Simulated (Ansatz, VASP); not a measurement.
## Ag: VASP beside Ansatz

File INCAR:

```
ALGO = Fast
EDIFF = 1E-6
ENCUT = 520
GGA = PE
ISIF = 2
ISMEAR = 0
LASPH = True
LCHARG = False
LREAL = False
LWAVE = False
NBANDS = 54
NELM = 100
PREC = Accurate
SIGMA = 0.1
```

KPOINTS

```
k-points
0
Gamma
  4 4 4
```

POSCAR

```
Ag
1.0
    5.0794408888     -3.5900239055      0.0000000000
    5.0794408888      3.5900239055      0.0000000000
   -2.0958142753      0.0000000000      4.2405492385
Ag
8
Direct
    0.8260000000      0.8260000000      0.1740000000
    0.1740000000      0.1740000000      0.8260000000
    0.2480000000      0.2480000000      0.1860000000
    0.7520000000      0.7520000000      0.8140000000
    0.7691000000      0.3029000000      0.1810000000
    0.6971000000      0.2309000000      0.8190000000
    0.2309000000      0.6971000000      0.8190000000
    0.3029000000      0.7691000000      0.1810000000
```

Input for Ansatz:

```yaml
crystal:
  lattice:
    - [5.0794408888, -3.5900239055, 0.0]
    - [5.0794408888, 3.5900239055, 0.0]
    - [-2.0958142753, 0.0, 4.2405492385]
  atoms:
    - { symbol: Ag, position: [0.826, 0.826, 0.174] }
    - { symbol: Ag, position: [0.174, 0.174, 0.826] }
    - { symbol: Ag, position: [0.248, 0.248, 0.186] }
    - { symbol: Ag, position: [0.752, 0.752, 0.814] }
    - { symbol: Ag, position: [0.7691, 0.3029, 0.181] }
    - { symbol: Ag, position: [0.6971, 0.2309, 0.819] }
    - { symbol: Ag, position: [0.2309, 0.6971, 0.819] }
    - { symbol: Ag, position: [0.3029, 0.7691, 0.181] }
basis:
  ecutwfc: 420
kpoints:
  mp_grid: { grid: [4, 4, 4] }
hamiltonian:
  xc: pbe
scf:
  occupations: { method: gaussian, width: 0.1 }
  lower_state_search: "off"
output:
  forces: true
  stress: true
  eigenvalues: true
```

Alike in both runs: task single point; functional PBE; k mesh 4 × 4 × 4; occupations gaussian, width 0.1 eV; no spin polarisation.

```csv
,VASP,Ansatz
version,VASP 6.6.1,Ansatz 0.2.0
potentials or method,"VASP PAW PBE potentials, release 64 (Ag)","scalar-relativistic, plane waves, PAW"
plane-wave cutoff (eV),520,420
valence electrons in the cell,88,152
```

|  | VASP | Ansatz | Ansatz less VASP |
| --- | --- | --- | --- |
| gap on the k mesh at the Fermi level (eV) | none | none | - |
| rms of the force components (eV/Å) | 27.628 | 67.310 | +39.6819 |

Atom by atom the forces differ by 39.690 eV/Å (rms over components). A gap of «none» marks a metal or a gap that the smearing closes. With one functional, cell and mesh, what is left measures potentials, basis and numerics. The two sets of potentials don't hold the same shells in valence.

Caveats: the k mesh is coarse (spacing up to 0.37 Å⁻¹), so the values aren't converged; forces of over 1 eV/Å show positions far from the minimum, so gaps and moduli don't describe the material at rest.
